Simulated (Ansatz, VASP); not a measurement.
**Two plane-wave programs on Ta2H3**

The input INCAR:

```
SYSTEM = Ta2H3
  ALGO = Normal
  EDIFF = 1E-7
  ENCUT = 520
  GGA = PE
  ISIF = 2
  ISMEAR = 0
  LASPH = .True.
  LCHARG = .False.
  LREAL = .False.
  LWAVE = .False.
  NBANDS = 20
  NELM = 80
  PREC = Accurate
  SIGMA = 0.1
```

Contents of KPOINTS:

```
k-points
0
Gamma
  12 12 8
  0 0 0
```

POSCAR

```
Ta2H3
1.0
    3.0634798627      0.0000000000      0.0000000000
   -1.5317399314      2.6530513851      0.0000000000
    0.0000000000      0.0000000000      5.3668561681
Ta H
2 3
Direct
    0.6666666667      0.3333333333      0.7663911870
    0.3333333333      0.6666666667      0.2336088130
    0.6666666667      0.3333333333      0.3927670417
    0.3333333333      0.6666666667      0.6072329583
    0.0000000000      0.0000000000      0.0000000000
```

Input for Ansatz:

```yaml
crystal:
  lattice:
    - [3.0634798627, 0.0, 0.0]
    - [-1.5317399314, 2.6530513851, 0.0]
    - [0.0, 0.0, 5.3668561681]
  atoms:
    - { symbol: Ta, position: [0.6666666667, 0.3333333333, 0.766391187] }
    - { symbol: Ta, position: [0.3333333333, 0.6666666667, 0.233608813] }
    - { symbol: H, position: [0.6666666667, 0.3333333333, 0.3927670417] }
    - { symbol: H, position: [0.3333333333, 0.6666666667, 0.6072329583] }
    - { symbol: H, position: [0.0, 0.0, 0.0] }
basis:
  ecutwfc: 420
kpoints:
  mp_grid: { grid: [12, 12, 8] }
  band_path:
    path:
      - [[0.0, 0.0, 0.0], [0.5, 0.0, 0.0], [0.33333333, 0.33333333, 0.0], [0.0, 0.0, 0.0], [0.0, 0.0, 0.5], [0.5, 0.0, 0.5], [0.33333333, 0.33333333, 0.5], [0.0, 0.0, 0.5]]
      - [[0.5, 0.0, 0.5], [0.5, 0.0, 0.0]]
      - [[0.33333333, 0.33333333, 0.5], [0.33333333, 0.33333333, 0.0]]
    npoints: 14
hamiltonian:
  xc: pbe
scf:
  occupations: { method: gaussian, width: 0.1 }
  n_extra_bands: 12
output:
  forces: true
  stress: true
  eigenvalues: true
  populations: true
  dos: { projected: true, de: 0.02, nscf_kmesh: { grid: [15, 15, 10] } }
  bader: true
  write_density: true
  write_potential: true
  elf: true
  volumetric_format: npy
```

The cell was built by a generator and needn't be a form met in nature.

Alike in both runs: task single point; functional PBE; k mesh 12 × 12 × 8; occupations gaussian, width 0.1 eV; no spin polarisation.

|  | VASP | Ansatz |
| --- | --- | --- |
| version | VASP 6.6.1 | Ansatz 0.2.0 |
| potentials or method | VASP PAW PBE potentials, release 64 (Ta_pv, H) | scalar-relativistic, plane waves, PAW |
| plane-wave cutoff (eV) | 520 | 420 |
| valence electrons in the cell | 25 | 29 |

```csv
,VASP,Ansatz,Ansatz less VASP
gap on the k mesh at the Fermi level (eV),none,none,-
pressure (GPa),0.1,0.0,-0.13
rms of the force components (eV/Å),0.004,0.001,-0.0032
```

Atom by atom the forces differ by 0.005 eV/Å (rms over components). A gap of «none» marks a metal or a gap that the smearing closes. The two sets of potentials don't hold the same shells in valence.

The runs have no spin-orbit coupling, so splittings on Ta are missing.
